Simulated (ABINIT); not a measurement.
# Ga (Cmcm) in ABINIT: convergence with cutoff

Aim: find how far cutoff must go before the results for Ga settle, at PBE. This setting moves, with any that are tied to it; all else stays.

Program: ABINIT 10.8.3 (patched build). These are calculated values, not measurements. Logs are shortened: lines on timing, memory, paths and dates and some standing lists are left out, and cuts for length are marked. The log counts tension as positive stress, the text compression.

## 1. Starting point

It takes space group Cmcm (No. 63, orthorhombic). The conventional cell has a = 2.900 Å, b = 8.130 Å, c = 3.170 Å, α = 90.00°, β = 90.00°, γ = 90.00°. Around Ga (site symmetry m2m) lie 8 Ga at 2.68 to 2.90 Å.

This isn't the form of Ga at room conditions, which is orthorhombic.

## 2. With cutoff 7 Ha

Contents of run.abi:

```
# Pseudopotentials
pp_dirpath "./"
pseudos "Ga.GGA_PBE-JTH.xml"

# Structure
acell 8.1558103505 8.1558103505 5.9904318151
rprim
     0.3359694209    -0.9418728939     0.0000000000
     0.3359694209     0.9418728939     0.0000000000
     0.0000000000     0.0000000000     1.0000000000
ntypat 1
znucl 31
natom 2
typat 1 1
xred
     0.1330000000     0.8670000000     0.7500000000
     0.8670000000     0.1330000000     0.2500000000
chkprim 0
chksymtnons 0
tolsym 1.0e-6

# Plane-wave basis
ecut 190.479704 eV
pawecutdg 49.2
pawxcdev 0

# k points
kptopt 1
ngkpt 10 10 8
nshiftk 1
shiftk 0.0 0.0 0.0

# Exchange and correlation
ixc 11

# Bands and occupations
nband 17
occopt 3
tsmear 0.05 eV

# SCF cycle
nstep 100
tolvrs 1.0e-9

# Output
iomode 3
prtwf 0
prtden 0
prteig 0
prtebands 0
enunit 2
```

Potentials or basis: JTH PAW PBE v2.0.

Run with:

```bash
$ abinit run.abi > log 2>&1
```

Wall time 18 s (1 thread of Arm Neoverse V1, shared host); peak memory 0.12 GiB.

The run converged, but runs of this kind are known to go wrong with this program or these potentials, so none of its numbers is taken as a property of the crystal.

Caveat: the pressure is absurd: the run is broken; the cutoff is too short for stress, so the log's stress isn't used.

## 3. With cutoff 8.5 Ha

Edit run.abi of step 2 so:

```diff
@@ -22,3 +22,3 @@
 # Plane-wave basis
-ecut 190.479704 eV
+ecut 231.296783 eV
 pawecutdg 49.2
```

Potentials or basis: JTH PAW PBE v2.0.

Run with:

```bash
$ abinit run.abi > log 2>&1
```

Wall time 25 s (1 thread of Arm Neoverse V1, shared host); peak memory 0.12 GiB.

Results (log left out):

* Free energy: -4298.8687 eV
* Largest force: 0.097 eV/Å
* Band gap on the k mesh: none (metal or under the smearing width)
* Valence electrons inside the program's atomic spheres: Ga 11.04 (radii [1.1132] Å)

## 4. With cutoff 10 Ha

Edit run.abi of step 3 so:

```diff
@@ -22,3 +22,3 @@
 # Plane-wave basis
-ecut 231.296783 eV
+ecut 272.113862 eV
 pawecutdg 49.2
```

Run with:

```bash
$ abinit run.abi > log 2>&1
```

It took 32 s on 1 thread of Arm Neoverse V1, shared host; peak memory 0.13 GiB.

The run converged. Its results:

```yaml
Free_energy: -4302.6575 eV
Largest_force: 0.223 eV/Å
Band_gap_on_the_k_mesh: none (metal or under the smearing width)
Valence_electrons_inside_the_program's_atomic_spheres: Ga 11.01 (radii [1.1132] Å)
```

## 5. With cutoff 12 Ha

Edit run.abi of step 4 so:

```diff
@@ -22,3 +22,3 @@
 # Plane-wave basis
-ecut 272.113862 eV
+ecut 326.536635 eV
 pawecutdg 49.2
```

Run with:

```bash
$ abinit run.abi > log 2>&1
```

Run time: 41 s. Hardware: 1 thread of Arm Neoverse V1, shared host; peak memory 0.14 GiB.

The run converged. Its results:

```yaml
Free_energy: -4303.5126 eV
Largest_force: 0.212 eV/Å
Band_gap_on_the_k_mesh: none (metal or under the smearing width)
Valence_electrons_inside_the_program's_atomic_spheres: Ga 11.00 (radii [1.1132] Å)
```

## 6. With cutoff 14.5 Ha

Edit run.abi of step 5 so:

```diff
@@ -22,3 +22,3 @@
 # Plane-wave basis
-ecut 326.536635 eV
+ecut 394.565101 eV
 pawecutdg 49.2
```

Potentials or basis: JTH PAW PBE v2.0.

Run with:

```bash
$ abinit run.abi > log 2>&1
```

Run time: 58 s. Hardware: 1 thread of Arm Neoverse V1, shared host; peak memory 0.16 GiB.

It converged, with:

```yaml
Free_energy: -4303.5614 eV
Pressure: 1.4 GPa
Largest_force: 0.213 eV/Å
Band_gap_on_the_k_mesh: none (metal or under the smearing width)
Valence_electrons_inside_the_program's_atomic_spheres: Ga 11.00 (radii [1.1132] Å)
```

## 7. With cutoff 17 Ha

Edit run.abi of step 6 so:

```diff
@@ -22,3 +22,3 @@
 # Plane-wave basis
-ecut 394.565101 eV
+ecut 462.593566 eV
 pawecutdg 49.2
```

Run with:

```bash
$ abinit run.abi > log 2>&1
```

Run time: 64 s. Hardware: 1 thread of Arm Neoverse V1, shared host; peak memory 0.17 GiB.

Results (log left out):

```
Free energy                                           : -4303.5722 eV
Pressure                                              : 1.2 GPa
Largest force                                         : 0.213 eV/Å
Band gap on the k mesh                                : none (metal or under the smearing width)
Valence electrons inside the program's atomic spheres : Ga 11.00 (radii [1.1132] Å)
```

## 8. With cutoff 19.5 Ha

Edit run.abi of step 7 so:

```diff
@@ -22,3 +22,3 @@
 # Plane-wave basis
-ecut 462.593566 eV
+ecut 530.622032 eV
 pawecutdg 49.2
```

Run with:

```bash
$ abinit run.abi > log 2>&1
```

Wall time 90 s (1 thread of Arm Neoverse V1, shared host); peak memory 0.19 GiB.

The run converged. Its results:

* Free energy: -4303.5792 eV
* Pressure: 1.4 GPa
* Largest force: 0.213 eV/Å
* Band gap on the k mesh: none (metal or under the smearing width)
* Valence electrons inside the program's atomic spheres: Ga 11.00 (radii [1.1132] Å)

## 9. With cutoff 23 Ha

Edit run.abi of step 8 so:

```diff
@@ -22,3 +22,3 @@
 # Plane-wave basis
-ecut 530.622032 eV
+ecut 625.861884 eV
 pawecutdg 49.2
```

Potentials or basis: JTH PAW PBE v2.0.

Run with:

```bash
$ abinit run.abi > log 2>&1
```

It took 1.8 min on 1 thread of Arm Neoverse V1, shared host; peak memory 0.22 GiB.

Results (log left out):

```
Free energy                                           : -4303.5808 eV
Pressure                                              : 1.4 GPa
Largest force                                         : 0.213 eV/Å
Band gap on the k mesh                                : none (metal or under the smearing width)
Valence electrons inside the program's atomic spheres : Ga 11.00 (radii [1.1132] Å)
```

## 10. With cutoff 27 Ha

Edit run.abi of step 9 so:

```diff
@@ -22,3 +22,3 @@
 # Plane-wave basis
-ecut 625.861884 eV
+ecut 734.707429 eV
 pawecutdg 49.2
```

Potentials or basis: JTH PAW PBE v2.0.

Run with:

```bash
$ abinit run.abi > log 2>&1
```

run.abo:

```text
.Version 10.8.3 of ABINIT
 Symmetries : space group Cm c m (# 63); Bravais oC (1-face-center ortho.)
================================================================================
 Values of the parameters that define the memory need of the present run
     intxc =       0    ionmov =       0      iscf =      17    lmnmax =      18
     lnmax =       6     mgfft =      40  mpssoang =       3    mqgrid =    3001
     natom =       2  nloc_mem =       2    nspden =       1   nspinor =       1
    nsppol =       1      nsym =       8    n1xccc =       1    ntypat =       1
    occopt =       3   xclevel =       2
       mpw =        1710          nfft =       48000          nkpt =         155
 PAW method is used; the additional fine FFT grid is defined by:
   mgfftf=        54    nfftf =    116640
================================================================================
================================================================================

--------------------------------------------------------------------------------
------------- Echo of variables that govern the present computation ------------
--------------------------------------------------------------------------------
 -outvars: echo values of preprocessed input variables --------
            acell      8.1558103505E+00  8.1558103505E+00  5.9904318151E+00 Bohr
              amu      6.97230000E+01
          chkprim           0
      chksymtnons           0
             ecut      2.70000000E+01 Hartree
           enunit           2
                       outvar_i_n : Printing only first  50 k-points.
              ixc          11
                       outvar_i_n : Printing only first  50 k-points.
         kptrlatt       10    0    0      0   10    0      0    0    8
          kptrlen      4.79234545E+01
            natom           2
            nband          17
            ngfft          40      40      30
          ngfftdg          54      54      40
             nkpt         155
            nstep         100
             nsym           8
           ntypat           1
                       prtocc : prtvol=0, do not print more k-points.
           occopt           3
        pawecutdg      4.92000000E+01 Hartree
         pawxcdev           0
           prtden           0
        prtebands           0
           prteig           0
            prtwf           0
            rprim      3.3596942090E-01 -9.4187289390E-01  0.0000000000E+00
                       3.3596942090E-01  9.4187289390E-01  0.0000000000E+00
                       0.0000000000E+00  0.0000000000E+00  1.0000000000E+00
          spgroup          63
           tolsym      1.00000000E-06
           tolvrs      1.00000000E-09
           tsmear      1.83746611E-03 Hartree
            typat      1  1
           useylm           1
                       outvars : Printing only first  50 k-points.
           xangst      1.4499999989E+00  2.9837099981E+00  2.3774999984E+00
                       1.4499999989E+00 -2.9837099981E+00  7.9249999947E-01
            xcart      2.7401028804E+00  5.6383947355E+00  4.4928238613E+00
                       2.7401028804E+00 -5.6383947355E+00  1.4976079538E+00
             xred      1.3300000000E-01  8.6700000000E-01  7.5000000000E-01
                       8.6700000000E-01  1.3300000000E-01  2.5000000000E-01
            znucl       31.00000

[... 126 lines left out ...]
    1     -0.00000000000000    -0.00414553685382     0.00000000000000
    2      0.00000000000000     0.00414553685382    -0.00000000000000
 frms,max,avg= 2.3934268E-03 4.1455369E-03   0.000E+00  0.000E+00  0.000E+00 h/b

 cartesian forces (eV/Angstrom) at end:
    1     -0.00000000000000    -0.21317207596752     0.00000000000000
    2      0.00000000000000     0.21317207596752    -0.00000000000000
 frms,max,avg= 1.2307496E-01 2.1317208E-01   0.000E+00  0.000E+00  0.000E+00 e/A
 length scales=  8.155810350500  8.155810350500  5.990431815100 bohr
              =  4.315868971003  4.315868971003  3.169999997869 angstroms
 Fermi (or HOMO) energy (hartree) =   0.20909   Average Vxc (hartree)=  -0.36464
 Eigenvalues (hartree) for nkpt= 155  k points:
 kpt#   1, nband= 17, wtk=  0.00125, kpt=  0.0000  0.0000  0.0000 (reduced coord)
  -0.34730   -0.34635   -0.34392   -0.34338   -0.33641   -0.33583   -0.33471   -0.33420
  -0.33407   -0.32820   -0.20236    0.12729    0.15281    0.31710    0.45206    0.49841
   0.53259
      occupation numbers for kpt#   1
   2.00000    2.00000    2.00000    2.00000    2.00000    2.00000    2.00000    2.00000
   2.00000    2.00000    2.00000    2.00000    2.00000    0.00000    0.00000    0.00000
   0.00000
 prteigrs : prtvol=0 or 1, do not print more k-points.

 Fermi (or HOMO) energy (eV) =   5.68952   Average Vxc (eV)=  -9.92225
 Eigenvalues (   eV  ) for nkpt= 155  k points:
 kpt#   1, nband= 17, wtk=  0.00125, kpt=  0.0000  0.0000  0.0000 (reduced coord)
  -9.45057   -9.42475   -9.35842   -9.34397   -9.15406   -9.13849   -9.10799   -9.09414
  -9.09061   -8.93088   -5.50643    3.46377    4.15823    8.62860   12.30126   13.56232
  14.49262
 prteigrs : prtvol=0 or 1, do not print more k-points.

--- !EnergyTerms
iteration_state     : {dtset: 1, }
comment             : Components of total free energy in Hartree
kinetic             :  9.77592748612889E+00
hartree             :  4.33345927927137E+01
xc                  : -3.21842706378280E+00
Ewald energy        : -9.63907045295502E+01
psp_core            :  4.87004365932267E+00
local_psp           : -1.16311990842734E+02
PAW spherical_terms : -2.13263726066872E-01
internal            : -1.58153822223968E+02
'-kT*entropy'       : -1.10163901157028E-04
total_energy        : -1.58153932387869E+02
total_energy_eV     : -4.30358774052708E+03
...

--- !EnergyTermsDC
iteration_state     : {dtset: 1, }
comment             : '"Double-counting" decomposition of free energy'
band_energy         : -6.51234769763280E+00
Ewald energy        : -9.63907045295502E+01
psp_core            :  4.87004365932267E+00
xc_dc               : -4.24810986350844E+01
PAW spherical_terms : -1.76397152510721E+01
internal            : -1.58153822454017E+02
'-kT*entropy'       : -1.10163901157028E-04
total_energy_dc     : -1.58153932617918E+02
total_energy_dc_eV  : -4.30358774678702E+03
...

--- !EnergyTermsWithPAWCore
iteration_state     : {dtset: 1, }
comment             : 'Components of total free energy, including PAW core contributions'
Total energy        : -3.88808662579930E+03
Total energy DC     : -3.88808662602935E+03
Total energy (eV)   : -1.05800226932458E+05
Total energy DC (eV): -1.05800226938718E+05
...

 Cartesian components of stress tensor (hartree/bohr^3)
  sigma(1 1)=  1.37336577E-05  sigma(3 2)=  0.00000000E+00
  sigma(2 2)= -6.51225911E-05  sigma(3 1)=  0.00000000E+00
  sigma(3 3)= -8.99861020E-05  sigma(2 1)=  0.00000000E+00

-Cartesian components of stress tensor (GPa)         [Pressure=  1.3865E+00 GPa]
- sigma(1 1)=  4.04058158E-01  sigma(3 2)=  0.00000000E+00
- sigma(2 2)= -1.91597278E+00  sigma(3 1)=  0.00000000E+00
- sigma(3 3)= -2.64748252E+00  sigma(2 1)=  0.00000000E+00

== END DATASET(S) ==============================================================
================================================================================

 -outvars: echo values of variables after computation  --------
            acell      8.1558103505E+00  8.1558103505E+00  5.9904318151E+00 Bohr
           etotal     -1.5815393262E+02
            fcart     -5.2436356303E-19 -4.1455368538E-03  2.1069890908E-30
                       5.2436356303E-19  4.1455368538E-03 -2.1069890908E-30
            rprim      3.3596942090E-01 -9.4187289390E-01  0.0000000000E+00
                       3.3596942090E-01  9.4187289390E-01  0.0000000000E+00
                       0.0000000000E+00  0.0000000000E+00  1.0000000000E+00
           strten      1.3733657659E-05 -6.5122591139E-05 -8.9986101975E-05
                       0.0000000000E+00  0.0000000000E+00  0.0000000000E+00
           xangst      1.4499999989E+00  2.9837099981E+00  2.3774999984E+00
                       1.4499999989E+00 -2.9837099981E+00  7.9249999947E-01
             xred      1.3300000000E-01  8.6700000000E-01  7.5000000000E-01
                       8.6700000000E-01  1.3300000000E-01  2.5000000000E-01
 Calculation completed.
```

Run time: 2.4 min. Hardware: 1 thread of Arm Neoverse V1, shared host; peak memory 0.25 GiB.

What came out:

| Quantity | Value |
| --- | --- |
| Free energy | -4303.5877 eV |
| Pressure | 1.4 GPa |
| Largest force | 0.213 eV/Å |
| Band gap on the k mesh | none (metal or under the smearing width) |
| Valence electrons inside the program's atomic spheres | Ga 11.00 (radii [1.1132] Å) |

## 11. Summary

| cutoff | energy less the tightest run, at zero smearing (meV/atom) | largest force (eV/Å) | SCF cycles | CPU time (s) | peak memory (GiB) |
| --- | --- | --- | --- | --- | --- |
| 7 Ha | 10524.76 | 0.185 | 9 | 18 | 0.12 |
| 8.5 Ha | 2359.55 | 0.097 | 9 | 25 | 0.12 |
| 10 Ha | 465.15 | 0.223 | 10 | 32 | 0.13 |
| 12 Ha | 37.58 | 0.212 | 9 | 41 | 0.14 |
| 14.5 Ha | 13.18 | 0.213 | 9 | 58 | 0.16 |
| 17 Ha | 7.80 | 0.213 | 9 | 64 | 0.17 |
| 19.5 Ha | 4.28 | 0.213 | 10 | 90 | 0.19 |
| 23 Ha | 3.49 | 0.213 | 10 | 110 | 0.22 |
| 27 Ha | 0.00 | 0.213 | 10 | 140 | 0.25 |

Against the tightest run, the largest force stays within 0.005 eV/Å from 12 Ha on. Not settled before the last step: the energy (to 1 meV/atom). The tightest run that finished is the yardstick and may itself not be fully converged.
